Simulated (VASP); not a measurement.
# Cu (Fm-3m) in VASP: a series of runs

The runs below take Cu through relaxation of cell and atoms, relaxation of the atoms, with PBE.

Everything below comes from runs of VASP 6.6.1. Logs are shortened: lines on timing, memory, paths and dates and some standing lists are left out, and cuts for length are marked.

## (1) The crystal as given

The structure is cubic, space group Fm-3m (No. 225). Conventional cell: a = 3.612 Å, b = 3.612 Å, c = 3.612 Å, α = 90.00°, β = 90.00°, γ = 90.00°. Around Cu (site symmetry m-3m) lie 12 Cu at 2.55 Å.

## (2) Relaxation of cell and atoms, PBE

File INCAR:

```
PREC = Accurate ; ENCUT = 300
EDIFF = 1E-7 ; ISMEAR = 1
SIGMA = 0.1 ; LREAL = F
LASPH = T ; NELM = 80
ALGO = Normal ; ISIF = 3
LWAVE = F ; LCHARG = F
GGA = PE ; IBRION = 2
NSW = 90 ; EDIFFG = -0.005
```

File KPOINTS:

```
regular mesh
0
Gamma
  9 9 9
```

File POSCAR:

```
Cu                                      
1.0
    0.0000000000      1.8058345210      1.8058345210
    1.8058345210      0.0000000000      1.8058345210
    1.8058345210      1.8058345210      0.0000000000
  Cu            
     1
Direct
     0.0000000000000000    0.0000000000000000    0.0000000000000000
```

Potentials or basis: VASP PAW PBE potentials, release 64 (Cu).

On the command line:

```console
$ cat potpaw_PBE.64/Cu/POTCAR > POTCAR
$ mpirun -np 1 vasp_std > vasp.out
```

OUTCAR:

```text
PREC = Accurate
   ENCUT = 300
   EDIFF = 1E-7
   ISMEAR = 1
   LREAL = F
   LASPH = T
   NELM = 80
   ISIF = 3
   GGA = PE
   IBRION = 2
   NSW = 90
   EDIFFG = -0.005

 ion  position               nearest neighbor table
   1  0.000  0.000  0.000-

  LATTYP: Found a face centered cubic cell.
 ALAT       =     3.6116690420

  Lattice vectors:

 A1 = (   0.0000000000,   1.8058345210,   1.8058345210)
 A2 = (   1.8058345210,   0.0000000000,   1.8058345210)
 A3 = (   1.8058345210,   1.8058345210,   0.0000000000)

Analysis of symmetry for initial positions (statically):
=====================================================================
 Subroutine PRICEL returns:
 Original cell was already a primitive cell.

 Routine SETGRP: Setting up the symmetry group for a
 face centered cubic supercell.

 Subroutine GETGRP returns: Found 48 space group operations
 (whereof 48 operations were pure point group operations)
 out of a pool of 48 trial point group operations.

The static configuration has the point symmetry O_h .

Analysis of symmetry for dynamics (positions and initial velocities):
=====================================================================
 Subroutine PRICEL returns:
 Original cell was already a primitive cell.

 Routine SETGRP: Setting up the symmetry group for a
 face centered cubic supercell.

 Subroutine GETGRP returns: Found 48 space group operations
 (whereof 48 operations were pure point group operations)
 out of a pool of 48 trial point group operations.

The dynamic configuration has the point symmetry O_h .

 Subroutine INISYM returns: Found 48 space group operations
 (whereof 48 operations are pure point group operations),
 and found     1 'primitive' translations

----------------------------------------------------------------------------------------

                                     Primitive cell

  volume of cell :      11.7778

  direct lattice vectors                    reciprocal lattice vectors
     0.000000000  1.805834521  1.805834521    -0.276880298  0.276880298  0.276880298
     1.805834521  0.000000000  1.805834521     0.276880298 -0.276880298  0.276880298
     1.805834521  1.805834521  0.000000000     0.276880298  0.276880298 -0.276880298

  length of vectors
     2.553835671  2.553835671  2.553835671     0.479570743  0.479570743  0.479570743

  position of ions in fractional coordinates (direct lattice)
     0.000000000  0.000000000  0.000000000

  ion indices of the primitive-cell ions
   primitive index   ion index
                 1           1

----------------------------------------------------------------------------------------

 KPOINTS: regular mesh

Automatic generation of k-mesh.
 Grid dimensions read from file:
 generate k-points for:    9    9    9

 Generating k-lattice:

  Cartesian coordinates                     Fractional coordinates (reciprocal lattice)
    -0.030764478  0.030764478  0.030764478     0.111111111  0.000000000  0.000000000
     0.030764478 -0.030764478  0.030764478     0.000000000  0.111111111  0.000000000
     0.030764478  0.030764478 -0.030764478     0.000000000  0.000000000  0.111111111

  Length of vectors
     0.053285638  0.053285638  0.053285638

  Shift w.r.t. Gamma in fractional coordinates (k-lattice)
     0.000000000  0.000000000  0.000000000

 Subroutine IBZKPT returns following result:
 ===========================================

 Found     35 irreducible k-points:

 Following reciprocal coordinates:
            Coordinates               Weight
  0.000000  0.000000  0.000000      1.000000
  0.111111  0.000000  0.000000      8.000000
  0.222222  0.000000  0.000000      8.000000
  0.333333  0.000000  0.000000      8.000000
  0.444444  0.000000  0.000000      8.000000
  0.111111  0.111111  0.000000      6.000000
[... 16 lines left out ...]
 -0.333333  0.333333  0.000000     12.000000
  0.444444  0.444444  0.000000      6.000000
 [... further k-points ...]
   k-points           NKPTS =     35   k-points in BZ     NKDIM =     35   number of bands    NBANDS=      9
   number of dos      NEDOS =    301   number of ions     NIONS =      1
   total plane-waves  NPLWV =   2744
   dimension x,y,z NGX =    14 NGY =   14 NGZ =   14
   dimension x,y,z NGXF=    28 NGYF=   28 NGZF=   28
   ions per type =               1
   NGX,Y,Z   is equivalent  to a cutoff of   9.11,  9.11,  9.11 a.u.
   NGXF,Y,Z  is equivalent  to a cutoff of  18.23, 18.23, 18.23 a.u.
 SYSTEM =  unknown system
   PREC   = accura    normal or accurate (medium, high low for compatibility)
   ISTART =      0    job   : 0-new  1-cont  2-samecut
   ICHARG =      2    charge: 1-file 2-atom 10-const
   ISPIN  =      1    spin polarized calculation?
   LNONCOLLINEAR =      F non collinear calculations
   LSORBIT =      F    spin-orbit coupling
   LASPH  =      T    aspherical Exc in radial PAW
   ENCUT  =  300.0 eV  22.05 Ry    4.70 a.u.   3.61  3.61  3.61*2*pi/ulx,y,z
   NELM   =     80;   NELMIN=  2; NELMDL= -5     # of ELM steps
   EDIFF  = 0.1E-06   stopping-criterion for ELM
   LREAL  =      F    real-space projection
   EDIFFG = -.5E-02   stopping-criterion for IOM
   NSW    =     90    number of steps for IOM
   IBRION =      2    ionic relax: 0-MD 1-quasi-New 2-CG
   NFREE  =      1    steps in history (QN), initial steepest desc. (CG)
   ISIF   =      3    stress and relaxation
   ISYM   =      2    0-nonsym 1-usesym 2-fastsym
   POTIM  = 0.5000    time-step for ionic-motion
   TEBEG  =    0.0;   TEEND  =   0.0 temperature during run
   PSTRESS=    0.0 pullay stress
   NELECT =      11.0000    total number of electrons
   NUPDOWN=      -1.0000    fix difference up-down
   EMIN   =  10.00;   EMAX   =-10.00  energy-range for DOS
   EFERMI =   0.00;   METHOD = LEGACY
   ISMEAR =     1;   SIGMA  =   0.10  broadening in eV -4-tet -1-fermi 0-gaus
   EFERMI_NEDOS =   21; number of points for ismear=-14 and -15
   IALGO  =     38    algorithm
   IMIX   =      4    mixing-type and parameters
     AMIX     =   0.40;   BMIX     =  1.00
     AMIX_MAG =   1.60;   BMIX_MAG =  1.00
  volume/ion in A,a.u.               =      11.78        79.48
  Fermi-wavevector in a.u.,A,eV,Ry     =   1.600237  3.024010 34.841256  2.560760
  Thomas-Fermi vector in A             =   2.697405
   LORBIT       =      0    0 simple, 1 ext, 2 COOP (PROOUT), +10 PAW based schemes
   GGA     = PE    functional components
   LHFCALC =     F    Hartree Fock is set to
   AEXX    =    0.0000 exact exchange contribution
   IVDW    =     0    specifies the selected vdW correction
   LEPSILON=     F    determine dielectric tensor
   LRPA    =     F    only Hartree local field effects (RPA)
 conjugate gradient relaxation of ions
 non-spin polarized calculation
 Methfessel and Paxton  Order N= 1 SIGMA  =   0.10
  energy-cutoff  :      300.00
  volume of cell :       11.78
 maximum number of plane-waves:       150
   NGX =  7   NGY =  7   NGZ =  7

 number of electron      10.9999924 magnetization

 Free energy of the ion-electron system (eV)
  ---------------------------------------------------
  ext. energy  EPLUGINS =         0.00000000
  ---------------------------------------------------
  free energy    TOTEN  =        -3.73992364 eV

  energy without entropy =       -3.73982389  energy(sigma->0) =       -3.73989039

 E-fermi :   7.7662     XC(G=0): -12.7395

 val. band max:        7.4957440732   @ k =   0.4444   0.3333   0.0000
 cond. band min:       7.8304227735   @ k =  -0.4444   0.1111   0.0000
 fundamental gap:      0.3346787003
 Fermi energy:         7.7662300956

 k-point     1 :       0.0000    0.0000    0.0000
  band No.  band energies     occupation
      1      -1.7528      2.00000
      2       4.5929      2.00000
      3       4.5929      2.00000
      4       4.5929      2.00000
      5       5.4188      2.00000
      6       5.4188      2.00000
      7      30.2448      0.00000
      8      32.9036      0.00000
      9      32.9036      0.00000

 k-point     2 :       0.1111    0.0000    0.0000
  band No.  band energies     occupation
      1      -1.3055      2.00000
      2       4.5021      2.00000
      3       4.6699      2.00000
      4       4.6699      2.00000
      5       5.3905      2.00000
      6       5.3905      2.00000
      7      27.1720      0.00000
      8      30.9409      0.00000
      9      31.8657      0.00000

 k-point     3 :       0.2222    0.0000    0.0000
  band No.  band energies     occupation
      1      -0.0386      2.00000
      2       4.3459      2.00000
      3       4.7551      2.00000
      4       4.7551      2.00000
      5       5.4450      2.00000
      6       5.4450      2.00000
      7      21.4590      0.00000
      8      30.3325      0.00000
      9      30.6984      0.00000

 k-point     4 :       0.3333    0.0000    0.0000
  band No.  band energies     occupation
      1       1.6204      2.00000
      2       4.5877      2.00000
      3       4.6710      2.00000
      4       4.6710      2.00000
      5       5.7161      2.00000
      6       5.7161      2.00000
      7      16.2484      0.00000
      8      29.4469      0.00000
      9      30.0125      0.00000
[... 205 lines left out ...]
 k-point    22 :      -0.4444    0.3333    0.0000
  band No.  band energies     occupation
      1       3.2145      2.00000
      2       3.5198      2.00000
      3       4.9330      2.00000
      4       5.5362      2.00000
      5       6.0079      2.00000
      6      10.3674      0.00000
      7      14.5098      0.00000
      8      16.6563      0.00000
      9      22.5802      0.00000

 k-point    23 :      -0.3333    0.3333    0.0000
  band No.  band energies     occupation
      1       3.5631      2.00000
      2       3.7314      2.00000
      3       4.4619      2.00000
      4       5.3453      2.00000
      5       5.7885      2.00000
      6      10.8737      0.00000
      7      13.5582      0.00000
      8      16.1285      0.00000
      9      24.2924      0.00000

 k-point    24 :       0.4444    0.4444    0.0000
  band No.  band energies     occupation
      1       2.7269      2.00000
      2       3.2313      2.00000
      3       5.9500      2.00000
      4       6.0687      2.00000
      5       6.0687      2.00000
      6       8.2656     -0.00000
      7      15.9006      0.00000
      8      20.9431      0.00000
      9      20.9431      0.00000

 [... further k-points ...]
[... 5 lines left out ...]
  --------------------------------------------------------------------------------------
  -------------------------------------------------------------------------------------
  Total        0.0025167      0.0025167      0.0025167      0.0000000      0.0000000     -0.0000000
  in kB        0.3423555      0.3423555      0.3423555      0.0000000      0.0000000     -0.0000000
  external PRESSURE =       0.3423555 kB  Pullay stress =       0.0000000 kB

 VOLUME and BASIS-vectors are now :
 -----------------------------------------------------------------------------
  energy-cutoff  :      300.00
  volume of cell :       11.78
      direct lattice vectors                 reciprocal lattice vectors
     0.000000000  1.805834521  1.805834521    -0.276880298  0.276880298  0.276880298
     1.805834521  0.000000000  1.805834521     0.276880298 -0.276880298  0.276880298
     1.805834521  1.805834521  0.000000000     0.276880298  0.276880298 -0.276880298

 POSITION                                       TOTAL-FORCE (eV/Angst)
 -----------------------------------------------------------------------------------
      0.00000      0.00000      0.00000         0.000000      0.000000      0.000000
 -----------------------------------------------------------------------------------
    total drift:                               -0.000000     -0.000000     -0.000000

  FREE ENERGIE OF THE ION-ELECTRON SYSTEM (eV)
  ---------------------------------------------------
  free  energy   TOTEN  =        -3.7399236401 eV

  energy  without entropy=       -3.7398238899  energy(sigma->0) =       -3.73989039

 reached required accuracy - stopping structural energy minimisation
```

Run time: 2.7 s. Hardware: 1 thread of Intel Xeon Platinum 8488C (Sapphire Rapids), shared host; peak memory 0.11 GiB.

These settings aren't checked as converged: the numbers below hold their error.

Results:

```yaml
Free_energy: -3.7399 eV
Band_gap_on_the_k_mesh: none (metal or under the smearing width)
```

Caveat: the cutoff is under 1.25 times the usual one of these potentials, so pressure, stress and relaxed cells hold a basis-set (Pulay) error; the relaxation stopped at its first step, so nothing moved.

(Part 1 of 2 ends here.)
